A small error in an energy grows with every derivative taken from it. For platinum the product of bulk modulus and atomic volume is about 26 eV per atom, and the energies were computed at volumes 2 % apart. The curvature between neighbouring points therefore shows up as an energy difference of 26 eV × (0.02)², or about 10 meV. The change of that curvature, which fixes how the metal stiffens under pressure, is only about 1.4 meV. An energy error of a few tenths of a meV hardly moves the volume, yet it can spoil the stiffening.

The three quantities are rungs of one ladder. The equilibrium volume is where the slope of the energy E(V) vanishes, the bulk modulus B measures the resistance to compression, and the bulk modulus slope B′ tells by how many GPa B rises for each GPa of applied pressure. With E″ and E‴ for the second and third derivatives of the energy with respect to the volume V,

B = V E″

B′ = −V E‴/E″ − 1

ABINIT 10.8.3, plane-wave DFT with D3(BJ) dispersion and JTH PAW PBE v2.0 datasets, for fcc platinum without spin polarisation or spin–orbit coupling. The k mesh is 12 × 12 × 12, with Fermi–Dirac smearing of 0.05 eV. The last three columns come from a fit to the energies at seven volumes from 14.18 to 15.98 Å³ per atom.

```
functional  wave cutoff  equilibrium volume (Å³/atom)  bulk modulus (GPa)  bulk modulus slope
       PBE   544.228 eV                        15.208               278.4               5.410
    PBEsol   435.382 eV                        14.720               325.4               7.060
    revPBE   435.382 eV                        14.961               290.3               5.450
      BLYP   544.228 eV                        15.416               260.0               5.600
      BP86   544.228 eV                        14.704               312.2               5.420
      PW91   435.382 eV                        15.435               263.1               5.630
```

PBEsol stands out on the last rung. Its bulk modulus slope is 7.06, while the other five functionals lie between 5.4 and 5.6. Taken at face value, PBEsol platinum would stiffen under pressure much faster than platinum described by any other functional here. BP86, which has almost the same equilibrium volume, shows no such stiffening.

The energies behind the fitted value show what is wrong. A local slope can be formed from each pair of neighbouring curvatures, and for a sound curve it should drift slowly with volume. For PBE, revPBE, BLYP and BP86 it stays between about 5 and 7 over the whole scan. For PBEsol it runs 5.6, 2.1, 17 and 3.3 as the volume grows. Platinum keeps its fcc structure throughout the scan, and a real change in its electrons would be expected to show with the other functionals too, so the jumps most likely belong to the calculation.

The damage can be estimated in a few steps. The fitted PBEsol curve misses its seven energies by 0.20 meV on average (root mean square). Four constants were adjusted to seven points, so the likely error of a single energy is larger, 0.20 × √(7/3) ≈ 0.31 meV. A cubic fitted to all seven points averages this down to 0.31/√6 ≈ 0.13 meV in the third difference. Dividing by the second difference of about 10 meV, and multiplying by the ratio of volume to spacing, which is 50, gives

error of B′ ≈ 50 × 0.13/10 ≈ 0.6

An energy error that would pass unnoticed in most work has become an uncertainty of roughly a tenth of the result. The same formula serves for other scans of seven evenly spaced volumes. The error grows as the inverse cube of the volume spacing, and it is larger for a soft solid, whose energy curve is shallow. Wider spacing helps until the curve is no longer well described by a cubic.

The printed output gives this estimate for all six functionals, with a cubic fitted separately to the seven energies of each. The cubic reproduces the tabulated slope to within 0.2 for every functional except PBEsol, where the two differ by about 0.4. Both readings use the same energies, so their agreement tests the fitting and not the energies. The remaining differences are mostly expected, because the cubic gives the slope at the middle of the scan and the table gives it at the minimum, and B′ normally rises as a metal expands. The cubic value is accordingly the higher one for the three functionals whose minima lie below the middle volume, and the lower one for the other three. The larger difference for PBEsol is therefore no separate sign of a rough curve.

Random scatter alone may not explain the high PBEsol slope, but it cannot be excluded. The PBEsol slope exceeds the mean of the others by 1.6, which is 2.6 times the estimated error, but that error is itself uncertain because the fit had only three more energies than constants. Much of the unevenness looks like a single step, with the energies from the fifth volume onward about 0.9 meV too high. Removing that step lowers the cubic's slope from 7.5 to 6.8, still well above the rest. The remainder may be further scatter, a smoother error that the fit has absorbed or a real property of this functional, and the present energies do not decide among them.

The origin of the roughness is also open. The low plane-wave cutoff is not enough by itself, because revPBE was run at the same 435 eV and has the smoothest curve of all. PBEsol and PW91, the two rough cases, share something else: their dispersion energy was added by a separate program, and the runs were driven through a different interface. A plane-wave basis or a real-space grid that changes in jumps would be expected to do so at the same volumes in both runs, which share the cutoff and the cells. Yet the step of 0.9 meV between the fourth and fifth volumes of PBEsol is only 0.08 meV in PW91. Self-consistent cycles that stopped too early could scatter differently in each run and would fit this better, but that is a guess.

PW91 shows why an ordinary-looking result is no proof of a sound curve. Its slope of 5.63 fits in with the others, yet its first local slope is only 0.8 and its estimated error is 0.4. The irregularities happen to balance in the fit. Judged by the final value alone, PW91 would pass and only PBEsol would be questioned.

Lower on the ladder the harm fades. At the middle volume of the scan, PBEsol and BP86 differ in bulk modulus by only 3 GPa, or about 1 %. At their own minima the table puts them 13 GPa apart. The minima lie at volumes about 2.4 % smaller, and the doubtful slope carries the bulk modulus from one place to the other: an excess of 1.6 in B′ over that distance adds about 4 %, or some 12 GPa. Most of PBEsol's apparent extra stiffness is thus inherited from the rung above.

The equilibrium volume is the safest result. A parabola through the three lowest energies moves the PBEsol minimum by about 0.015 Å³ per atom, a tenth of a per cent, and the others by less. The volumes of PBEsol and BP86 differ by only 0.016 Å³, hardly more than this shift, so their order should not be relied on. A shift of this size is far too small to disturb the larger gaps between functionals.

One of those larger gaps exposes a failure of another kind. Without a dispersion correction, revPBE is known to give larger volumes than PBE, because its exchange part binds atoms less strongly. Here its volume is smaller by 0.25 Å³ per atom, or 1.6 %. Numerical roughness is no excuse, for both curves are smooth. The two runs differ in plane-wave cutoff, but in each the separately computed pressure vanishes within about a tenth of a per cent of the fitted volume, so an incomplete basis is unlikely to explain the gap. The failure more likely lies in the physical approximation, and smoothness is no test of that.

The likely cause is the D3(BJ) dispersion correction, which adds a pairwise attraction between atoms. Its damping at short range is adjusted for each functional, mainly so that molecules come out right, and a functional that binds too weakly receives a stronger attraction. In platinum each atom has twelve neighbours at 2.77 Å, well inside the range where the damping matters. The conduction electrons also screen the fluctuating dipoles that cause dispersion, an effect that the correction does not fully contain. An attraction suited to molecules can then pull a metal too far together.

The size of the pull follows from the bulk modulus. Changing the volume by 1.6 % against a mean bulk modulus of about 284 GPa takes a pressure of 284 × 0.016, or nearly 5 GPa. The slopes of the two energy curves at the middle volume of the scan differ by 4.7 GPa, which is consistent with the estimate, as it should be for two readings of the same curves. If revPBE alone would give at least the volume of PBE, its dispersion term must compress the metal by at least this much more than that of PBE. The energies contain both parts together, so the argument rests on the known order of the uncorrected functionals and not on a separation made here.

This also changes how closeness to the starting cell, the middle of the scan at 15.08 Å³ per atom, should be read. revPBE lies only 0.8 % below it, but that may reflect weak binding offset by an overly strong attraction. Spin–orbit coupling is left out, and all functionals use atomic datasets made for PBE, so other errors may share in the balance. A volume close to that of the starting cell does not by itself recommend a functional for platinum.

Two checks follow for similar work. Before a bulk modulus slope is used, the energies should be differenced point by point, because a rough curve can hide behind an ordinary fitted value. Before functionals are ranked by volume, the scan should be repeated without the dispersion term, because a perfectly smooth curve can still carry the wrong attraction.

Numerical output:

```
Local bulk modulus slope between neighbouring inner volumes:
     row  volumes 2 to 3  volumes 3 to 4  volumes 4 to 5  volumes 5 to 6
     PBE            5.71           4.864           5.194           6.334
  PBEsol             5.6           2.063           17.24           3.262
  revPBE           5.282           5.504           5.427           5.965
    BLYP            5.59           4.981           5.289           6.625
    BP86           5.926           5.115           5.438           6.778
    PW91          0.8272           6.182           7.418           6.036
Roughness and what it does:
     row  fit residual meV  slope from cubic  noise error of slope  step at volumes 4 to 5 meV  parabola less table volume A3
     PBE           0.01785              5.33                0.0501                    -0.02267                       0.003441
  PBEsol            0.2013             7.496                0.5992                      0.9183                        0.01461
  revPBE          0.002846             5.491              0.008367                    -0.02233                       0.003181
    BLYP           0.01907             5.415               0.05312                    -0.02917                       0.005063
    BP86           0.01769             5.595               0.05322                     -0.0265                       0.004833
    PW91            0.1492             5.475                0.4077                       0.082                        0.00263
PBEsol slope less mean slope of the other five rows: 1.558
that excess divided by the noise error of the PBEsol slope: 2.6
PBEsol slope from cubic after removing the single step: 6.798
PBEsol less BP86 bulk modulus at the middle volume, from cubic, GPa: 3.024
PBEsol less BP86 bulk modulus at their minima, table, GPa: 13.2
PBEsol less BP86 equilibrium volume, A3 per atom: 0.016
PBE less revPBE equilibrium volume, A3 per atom: 0.247
PBE less revPBE pressure at the given cell, from energy slopes, GPa: 4.683
same pressure estimated as mean bulk modulus times relative volume gap, GPa: 4.658
```
